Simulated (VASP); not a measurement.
These are PBEsol GGA, VASP's PBE PAW potentials (set 64) (plane waves; VASP) values and carry that method's errors.

Input for VASP

INCAR:
```
ALGO = Normal
EDIFF = 1E-7
ENCUT = 520
GGA = PS
ISIF = 2
ISMEAR = 0
LASPH = .TRUE.
LCHARG = .FALSE.
LMAXMIX = 4
LREAL = .FALSE.
LWAVE = .FALSE.
NELM = 100
PREC = Accurate
SIGMA = 0.05
SYSTEM = NaBr
```

File POSCAR:
```
NaBr
1
    0.0000000000     2.9365556355     2.9365556355
    2.9365556355     0.0000000000     2.9365556355
    2.9365556355     2.9365556355     0.0000000000
Na Br
1 1
Direct
  0.0000000000   0.0000000000   0.0000000000
  0.5000000000   0.5000000000   0.5000000000
```

KPOINTS:
```
Regular mesh
0
gamma
8 8 8
```

POTCAR, in this order: Na_pv Br (PBE.64 set). Program: vasp_std.

Output of the run:

**OSZICAR**
```
       N       E                     dE             d eps       ncg     rms          rms(c)
DAV:   1     0.911022838328E+02    0.91102E+02   -0.71719E+03   638   0.124E+03
DAV:   2     0.151766145186E+01   -0.89585E+02   -0.84511E+02   695   0.269E+02
DAV:   3    -0.631153329139E+01   -0.78292E+01   -0.77839E+01   764   0.772E+01
DAV:   4    -0.648031585058E+01   -0.16878E+00   -0.16862E+00   728   0.126E+01
DAV:   5    -0.648271893858E+01   -0.24031E-02   -0.24030E-02   744   0.148E+00    0.156E+00
DAV:   6    -0.638190505482E+01    0.10081E+00   -0.15784E-01   742   0.332E+00    0.912E-01
DAV:   7    -0.637003552219E+01    0.11870E-01   -0.69435E-02   825   0.200E+00    0.496E-01
DAV:   8    -0.637197754359E+01   -0.19420E-02   -0.45443E-03   695   0.774E-01    0.108E-01
DAV:   9    -0.637193424830E+01    0.43295E-04   -0.10069E-04   755   0.114E-01    0.488E-02
DAV:  10    -0.637195765738E+01   -0.23409E-04   -0.50687E-05   701   0.750E-02    0.606E-03
DAV:  11    -0.637195704362E+01    0.61377E-06   -0.46651E-06   722   0.257E-02    0.815E-04
DAV:  12    -0.637195710004E+01   -0.56420E-07   -0.16210E-07   704   0.393E-03
   1 F= -.63719571E+01 E0= -.63719571E+01  d E =-.831174E-12
```

File OUTCAR:
```
------------------------ aborting loop because EDIFF is reached ----------------------------------------
  FORCE on cell =-STRESS in cart. coord.  units (eV):
  Direction    XX          YY          ZZ          XY          YZ          ZX
  --------------------------------------------------------------------------------------
  Total        0.2149732      0.2149732      0.2149732     -0.0000000      0.0000000      0.0000000
  in kB        6.8006480      6.8006480      6.8006480     -0.0000000      0.0000000      0.0000000
  external PRESSURE =       6.8006480 kB  Pullay stress =       0.0000000 kB
  volume of cell :       50.65
      direct lattice vectors                 reciprocal lattice vectors
     0.000000000  2.936555635  2.936555635    -0.170267505  0.170267505  0.170267505
     2.936555635  0.000000000  2.936555635     0.170267505 -0.170267505  0.170267505
     2.936555635  2.936555635  0.000000000     0.170267505  0.170267505 -0.170267505
 POSITION                                       TOTAL-FORCE (eV/Angst)
 -----------------------------------------------------------------------------------
      0.00000      0.00000      0.00000        -0.000000     -0.000000     -0.000000
      2.93656      2.93656      2.93656         0.000000      0.000000      0.000000
 -----------------------------------------------------------------------------------
    total drift:                                0.000000     -0.000000     -0.000000
  FREE ENERGIE OF THE ION-ELECTRON SYSTEM (eV)
  ---------------------------------------------------
  free  energy   TOTEN  =        -6.3719571000 eV

  energy  without entropy=       -6.3719571000  energy(sigma->0) =       -6.37195710
```
(Selected blocks of OUTCAR.)

### OUTCAR
```
 val. band max:       -0.5367715153   @ k =   0.0000   0.0000   0.0000

 cond. band min:       3.6071292841   @ k =   0.0000   0.0000   0.0000


 Fermi energy:        -0.3182049512

 k-point     1 :       0.0000    0.0000    0.0000
  band No.  band energies     occupation
      1     -21.8443      2.00000
      2     -21.8443      2.00000
      3     -21.8443      2.00000
      4     -13.4786      2.00000
      5      -0.5368      2.00000
      6      -0.5368      2.00000
      7      -0.5368      2.00000
      8       3.6071      0.00000
      9       9.2252      0.00000
     10       9.2252      0.00000
     11       9.2252      0.00000

 k-point     2 :       0.1250    0.0000    0.0000
  band No.  band energies     occupation
      1     -21.8473      2.00000
      2     -21.8445      2.00000
      3     -21.8445      2.00000
      4     -13.4325      2.00000
      5      -1.0109      2.00000
      6      -0.5853      2.00000
      7      -0.5853      2.00000
      8       4.1796      0.00000
      9       8.7072      0.00000
     10       9.4171      0.00000
     11       9.4171      0.00000

 k-point     3 :       0.2500    0.0000    0.0000
  band No.  band energies     occupation
      1     -21.8546      2.00000
      2     -21.8449      2.00000
      3     -21.8449      2.00000
      4     -13.3179      2.00000
      5      -1.8770      2.00000
      6      -0.6977      2.00000
      7      -0.6977      2.00000
      8       5.1320      0.00000
      9       8.3915      0.00000
     10       9.4550      0.00000
     11       9.4550      0.00000

 k-point     4 :       0.3750    0.0000    0.0000
  band No.  band energies     occupation
      1     -21.8618      2.00000
      2     -21.8454      2.00000
      3     -21.8454      2.00000
      4     -13.1981      2.00000
      5      -2.5579      2.00000
      6      -0.8040      2.00000
      7      -0.8040      2.00000
      8       5.5034      0.00000
      9       9.0876      0.00000
...
```

The compound is NaBr in the rock salt structure. This cell is one point of a volume scan, at 0.97 of the reference volume.
